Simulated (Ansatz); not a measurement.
Runs of Ansatz 0.2.0 on Bi. It takes space group C2/m (No. 12, monoclinic). The conventional cell has a = 6.977 Å, b = 6.265 Å, c = 3.359 Å, α = 90.00°, β = 112.04°, γ = 90.00°. Bi (site symmetry m) has 6 Bi at 3.21 to 3.45 Å as nearest neighbours. This isn't the form of Bi at room conditions, which is rhombohedral.

| task | level | cell | k mesh | cutoff (eV) | points for each segment of the path | mesh quality | gap on the mesh (eV) | pressure (GPa) | V0 of scaled cells (Å³/atom) | B0 (GPa) | largest force (eV/Å) |
| --- | --- | --- | --- | --- | --- | --- | --- | --- | --- | --- | --- |
| equation of state | r2SCAN | as given | 6 × 6 × 9 | 500 | - | not flagged | - | - | 33.48 | (b) | - |
| projected density of states | PBEsol | as given | 4 × 4 × 5 | 420 | - | coarse | none | (a) | - | - | 0.17 |
| equation of state | PBE0 | as given | 4 × 4 × 4 | 420 | - | coarse | - | - | 33.03 | 55 | - |
| relaxation of cell and atoms | r2SCAN+rVV10 | relaxed | 6 × 6 × 9 | 500 | - | not flagged | none | 0.0 | - | - | - |
| band structure | HSE06 | as given | 3 × 3 × 5 | 420 | 4 | coarse | none | - | - | - | 0.39 |

Alike in all rows: potentials or basis Ansatz PAW; no spin polarisation; smearing fermi-dirac 0.05 eV.

Task: Fill in the values left out.

Result: (a) -2.4; (b) 52.

Caveats: some runs use coarse meshes; spin-orbit coupling is left out, which moves the levels of the heavy elements; the PAW data sets come from PBE, with cores solved anew for the run's functional, which leaves a small shift of forces and pressure; the cell was scaled at fixed shape and fractional positions, which overstates the stiffness of a crystal with free parameters, most of all of layers and chains (some runs); the density of states is complete only up to the lowest level of the last band computed (some runs); the plane-wave basis is chosen anew once the cell has moved, so the energies of steps on either side of that aren't comparable (some runs).

A k mesh can miss the band edges, and the runs leave out spin-orbit coupling on Bi.

A gap of «none» marks a metal or a gap under the smearing width.

Not every run made on this cell is shown here.
